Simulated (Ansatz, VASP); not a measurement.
Si in VASP and in Ansatz

The input INCAR:

```
  AGGAC = 0.0
  ALDAC = 0.0
  ALGO = Normal
  EDIFF = 1E-7
  ENCUT = 520
  GGA = PE
  GGA_COMPAT = False
  ISIF = 2
  ISMEAR = -1
  LASPH = True
  LCHARG = False
  LNONCOLLINEAR = True
  LORBIT = 11
  LORBMOM = True
  LREAL = False
  LSORBIT = True
  LWAVE = False
  MAGMOM = 0 0 0 0 0 0
  NBANDS = 20
  NELM = 150
  PREC = Accurate
  SIGMA = 0.1
```

File KPOINTS:

```
k-points
0
Gamma
  6 6 6
```

The input POSCAR:

```
Si
1.0
    0.0000000000      2.6662876123      2.6662876123
    2.6662876123      0.0000000000      2.6662876123
    2.6662876123      2.6662876123      0.0000000000
Si
2
Direct
    0.5000000000      0.5000000000      0.5000000000
    0.7500000000      0.7500000000      0.7500000000
```

The input input.yaml:

```yaml
crystal:
  lattice:
    - [0.0, 2.6662876123, 2.6662876123]
    - [2.6662876123, 0.0, 2.6662876123]
    - [2.6662876123, 2.6662876123, 0.0]
  atoms:
    - { symbol: Si, position: [0.5, 0.5, 0.5] }
    - { symbol: Si, position: [0.75, 0.75, 0.75] }
kpoints:
  mp_grid: { grid: [6, 6, 6] }
scf:
  occupations: { method: fermi_dirac, width: 0.1 }
hamiltonian:
  xc: { exchange: pbe, correlation: none }
  pseudopotentials: { kind: all_electron, lapw: { basis_error: 0.001 } }
magnetization:
  noncollinear: true
  spin_orbit: true
output:
  forces: true
  stress: true
  eigenvalues: true
```

Change from the starting cell: volume scaled by 0.94.

Alike in both runs: task single point; functional PBE exchange alone; k mesh 6 × 6 × 6; occupations fermi-dirac, width 0.1 eV; non-collinear spin, spin-orbit coupling.

|  | VASP | Ansatz |
| --- | --- | --- |
| version | VASP 6.6.1 | Ansatz 0.2.0 |
| potentials or method | VASP PAW PBE potentials, release 64 (Si) | all-electron LAPW, relativistic spinors |
| plane-wave cutoff (eV) | 520 | see its input |

```tsv
	VASP	Ansatz	Ansatz less VASP
gap on the k mesh at the Fermi level (eV)	0.83	0.82	-0.008
least direct gap on the mesh (eV)	2.67	2.65	-0.016
pressure (GPa)	17.7	17.6	-0.10
net moment per atom (μB)	0.00	0.00	0.000
```

Ansatz ran all-electron here, so the differences hold the error of VASP's frozen core and of both bases.

Caveats: so large a pressure means that the cell lies far from this level's equilibrium, or that cutoff or potentials fall short (VASP).
